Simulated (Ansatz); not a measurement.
# LiCl: the cost of one run

Method: DFT PBE, scalar-relativistic, plane waves, PAW, in Ansatz 0.2.0.

### 1 The starting structure

The structure is monoclinic, space group Cc (No. 9). Conventional cell: a = 4.939 Å, b = 3.676 Å, c = 5.594 Å, α = 90.00°, β = 109.19°, γ = 90.00°. Li (site symmetry 1) is surrounded by 5 Cl at 2.21 to 2.22 Å. Around Cl (site symmetry 1) lie 5 Li at 2.21 to 2.22 Å.

As a file:

```cif
data_structure
_symmetry_space_group_name_H-M 'P 1'
_symmetry_Int_Tables_number 1
_cell_length_a 3.0784
_cell_length_b 3.0784
_cell_length_c 5.5942
_cell_angle_alpha 105.290
_cell_angle_beta 105.290
_cell_angle_gamma 73.311
_cell_volume 47.96
loop_
_atom_site_label
_atom_site_type_symbol
_atom_site_fract_x
_atom_site_fract_y
_atom_site_fract_z
_atom_site_occupancy
Li1 Li 0.49011 0.82239 0.64647 1
Li2 Li 0.82239 0.49011 0.14647 1
Cl1 Cl 0.17761 0.50989 0.85353 1
Cl2 Cl 0.50989 0.17761 0.35353 1
```

A structure generator made this guess: 5-connected net, two elements alternating (Cc, No. 9). Lengths come from tabulated atomic sizes and are only a guess.

### 2 A first look at the guess

Input file input.yaml:

```yaml
crystal:
  lattice:
    - [2.46961706, -1.83782145, 0.0]
    - [2.46961706, 1.83782145, 0.0]
    - [-1.83883974, 0.0, 5.28335472]
  atoms:
    - { symbol: Li, position: [0.49010935, 0.82238511, 0.64646667] }
    - { symbol: Li, position: [0.82238511, 0.49010935, 0.14646667] }
    - { symbol: Cl, position: [0.17761489, 0.50989065, 0.85353333] }
    - { symbol: Cl, position: [0.50989065, 0.17761489, 0.35353333] }
basis:
  ecutwfc: 420
kpoints:
  mp_grid: { grid: [6, 6, 4] }
hamiltonian:
  xc: pbe
scf:
  occupations: { method: gaussian, width: 0.1 }
  lower_state_search: "off"
output:
  forces: true
  stress: true
  eigenvalues: true
```

Run with:

```
$ ansatz run input.yaml --threads 1 --pin off --max-ram 2560MiB --backend cpu --events-out ev --progress --plain --runs-dir out
```

What time and memory should one allow on 1 thread of Arm Neoverse V1, shared host?

About 2.7 s, with a peak of 0.32 GiB.
